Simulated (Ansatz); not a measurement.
A run of Ansatz 0.2.0:

Contents of input.yaml:

```yaml
crystal:
  lattice:
    - [3.18, 0.0, 0.0]
    - [-1.59, 2.753960784, 0.0]
    - [0.0, 0.0, 12.5]
  atoms:
    - { symbol: W, position: [0.6666666667, 0.3333333333, 0.75] }
    - { symbol: W, position: [0.3333333333, 0.6666666667, 0.25] }
    - { symbol: S, position: [0.6666666667, 0.3333333333, 0.375] }
    - { symbol: S, position: [0.3333333333, 0.6666666667, 0.875] }
    - { symbol: S, position: [0.6666666667, 0.3333333333, 0.125] }
    - { symbol: S, position: [0.3333333333, 0.6666666667, 0.625] }
hamiltonian:
  xc: pbesol
  pseudopotentials: { kind: paw }
kpoints:
  mp_grid: { grid: [10, 10, 3] }
  band_path:
    path:
      - [[0.0, 0.0, 0.0], [0.5, 0.0, 0.0], [0.3333333333, 0.3333333333, 0.0], [0.0, 0.0, 0.0], [0.0, 0.0, 0.5], [0.5, 0.0, 0.5], [0.3333333333, 0.3333333333, 0.5], [0.0, 0.0, 0.5]]
      - [[0.5, 0.0, 0.5], [0.5, 0.0, 0.0]]
      - [[0.3333333333, 0.3333333333, 0.0], [0.3333333333, 0.3333333333, 0.5]]
    npoints: 14
scf:
  occupations: { method: fermi_dirac, width: 0.05 }
  n_extra_bands: 15
output:
  forces: true
  stress: true
  eigenvalues: true
  fatbands: true
```

Potentials or basis: Ansatz PAW.

Command:

```sh
$ ansatz run input.yaml --threads 2 --pin off --max-ram 5632MiB --backend cpu --events-out ev --progress --plain --runs-dir out
```

Hardware: 2 threads of AMD EPYC (Zen 3), on a shared host.

**Question.** How long does it take, and how much memory?

**Answer.** Wall time 26 s on 2 threads of AMD EPYC (Zen 3) (shared host), peak memory 0.55 GiB. Counts: scf iterations 7, plane waves 2129, k points 28, bands 41.
